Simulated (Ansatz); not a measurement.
Reaction (ligand exchange at the Si–O bond): `OCCO[SiH3]` + `N[SiH2]S` → `N[SiH2]S[SiH3]` + `OCCO`

Program: Ansatz. Geometries: PBE0-D4/def2-TZVP. ΔE: electronic, gas phase. CCSD(T)/CBS adds triple-zeta CCSD(T) − MP2 to the extrapolated MP2 energy (def2 sets, frozen cores). This one scheme is used for every species. Functionals use def2-TZVPP. B3LYP here is the variant with VWN-RPA as its local correlation; programs differ in this. Each species was taken in one conformer, which may not be the lowest.

`OCCO[SiH3]`:

Z-matrix (Å, degrees):
```
C
C 1 1.508
O 1 1.405 2 111.7
H 1 1.093 2 109.5 3 -118.7
H 1 1.099 2 109.0 3 123.3
O 2 1.417 1 107.8 3 -60.1
H 2 1.098 1 110.0 3 179.2
H 2 1.098 1 109.7 3 59.7
H 3 0.963 1 106.6 2 52.8
Si 6 1.646 2 122.4 1 178.4
H 10 1.489 6 110.7 2 -59.2
H 10 1.480 6 106.3 2 -179.2
H 10 1.489 6 110.6 2 60.9
```

`N[SiH2]S`:

Cartesian coordinates in Å:
```
N 0.669 -0.967 0.815
Si -0.463 0.005 -0.013
S 0.489 1.226 -1.506
H 0.800 -1.929 0.555
H 1.488 -0.579 1.253
H -1.165 0.949 0.893
H -1.433 -0.942 -0.618
H -0.386 2.238 -1.380
```

`N[SiH2]S[SiH3]`:

Z-matrix (Å, degrees):
```
Si
S 1 2.154
N 1 1.707 2 113.7
H 1 1.486 2 106.2 3 -121.3
H 1 1.482 2 109.3 3 119.0
Si 2 2.132 1 97.2 3 145.8
H 3 1.007 1 120.7 2 -60.2
H 3 1.007 1 119.6 2 85.1
H 6 1.483 2 106.5 1 172.1
H 6 1.485 2 111.2 1 -68.4
H 6 1.486 2 111.3 1 52.8
```

`OCCO`:

```xyz
10

O    -1.373    0.849    0.542
C    -0.287    0.004    0.827
C     0.261   -0.628   -0.432
O     0.640    0.366   -1.370
H    -1.132    1.341   -0.251
H     0.518    0.555    1.341
H    -0.642   -0.771    1.512
H    -0.520   -1.214   -0.922
H     1.097   -1.298   -0.195
H     1.439    0.796   -1.052
```

(1) Is it downhill or uphill in electronic energy at CCSD(T)/CBS, and by how much? (Estimate.)

(2) What do these levels give: PBE-D4, r2SCAN-D4, PBE0-D4, B3LYP-D4, ωB97M-V, B2PLYP, PBE, r2SCAN, HF/def2-TZVPP, CCSD/def2-TZVPP, CCSD(T)/def2-TZVPP, CCSD/CBS(def2)? (An estimate is asked.)

Largest T1 diagnostic among the species: 0.011.

Answers

(1) Ansatz gave: Uphill: ΔE = +0.25 eV.

(2) Computed: PBE-D4 0.11, r2SCAN-D4 0.21, PBE0-D4 0.14, B3LYP-D4 0.29, ωB97M-V 0.25, B2PLYP 0.32, PBE 0.13, r2SCAN 0.22, HF/def2-TZVPP 0.46, CCSD/def2-TZVPP 0.32, CCSD(T)/def2-TZVPP 0.28, CCSD/CBS(def2) 0.29 eV.

In def2-TZVPP, CCSD(T) changes the Hartree–Fock value by −0.18 eV (the triples alone add −0.04 eV) and MP2 by −0.20 eV. The D4 term adds −0.04 eV with B3LYP and −0.02 eV with PBE0; it sums over pairs of atoms, weighted by their polarisabilities, and B3LYP, whose exchange is more repulsive, gets the larger term.
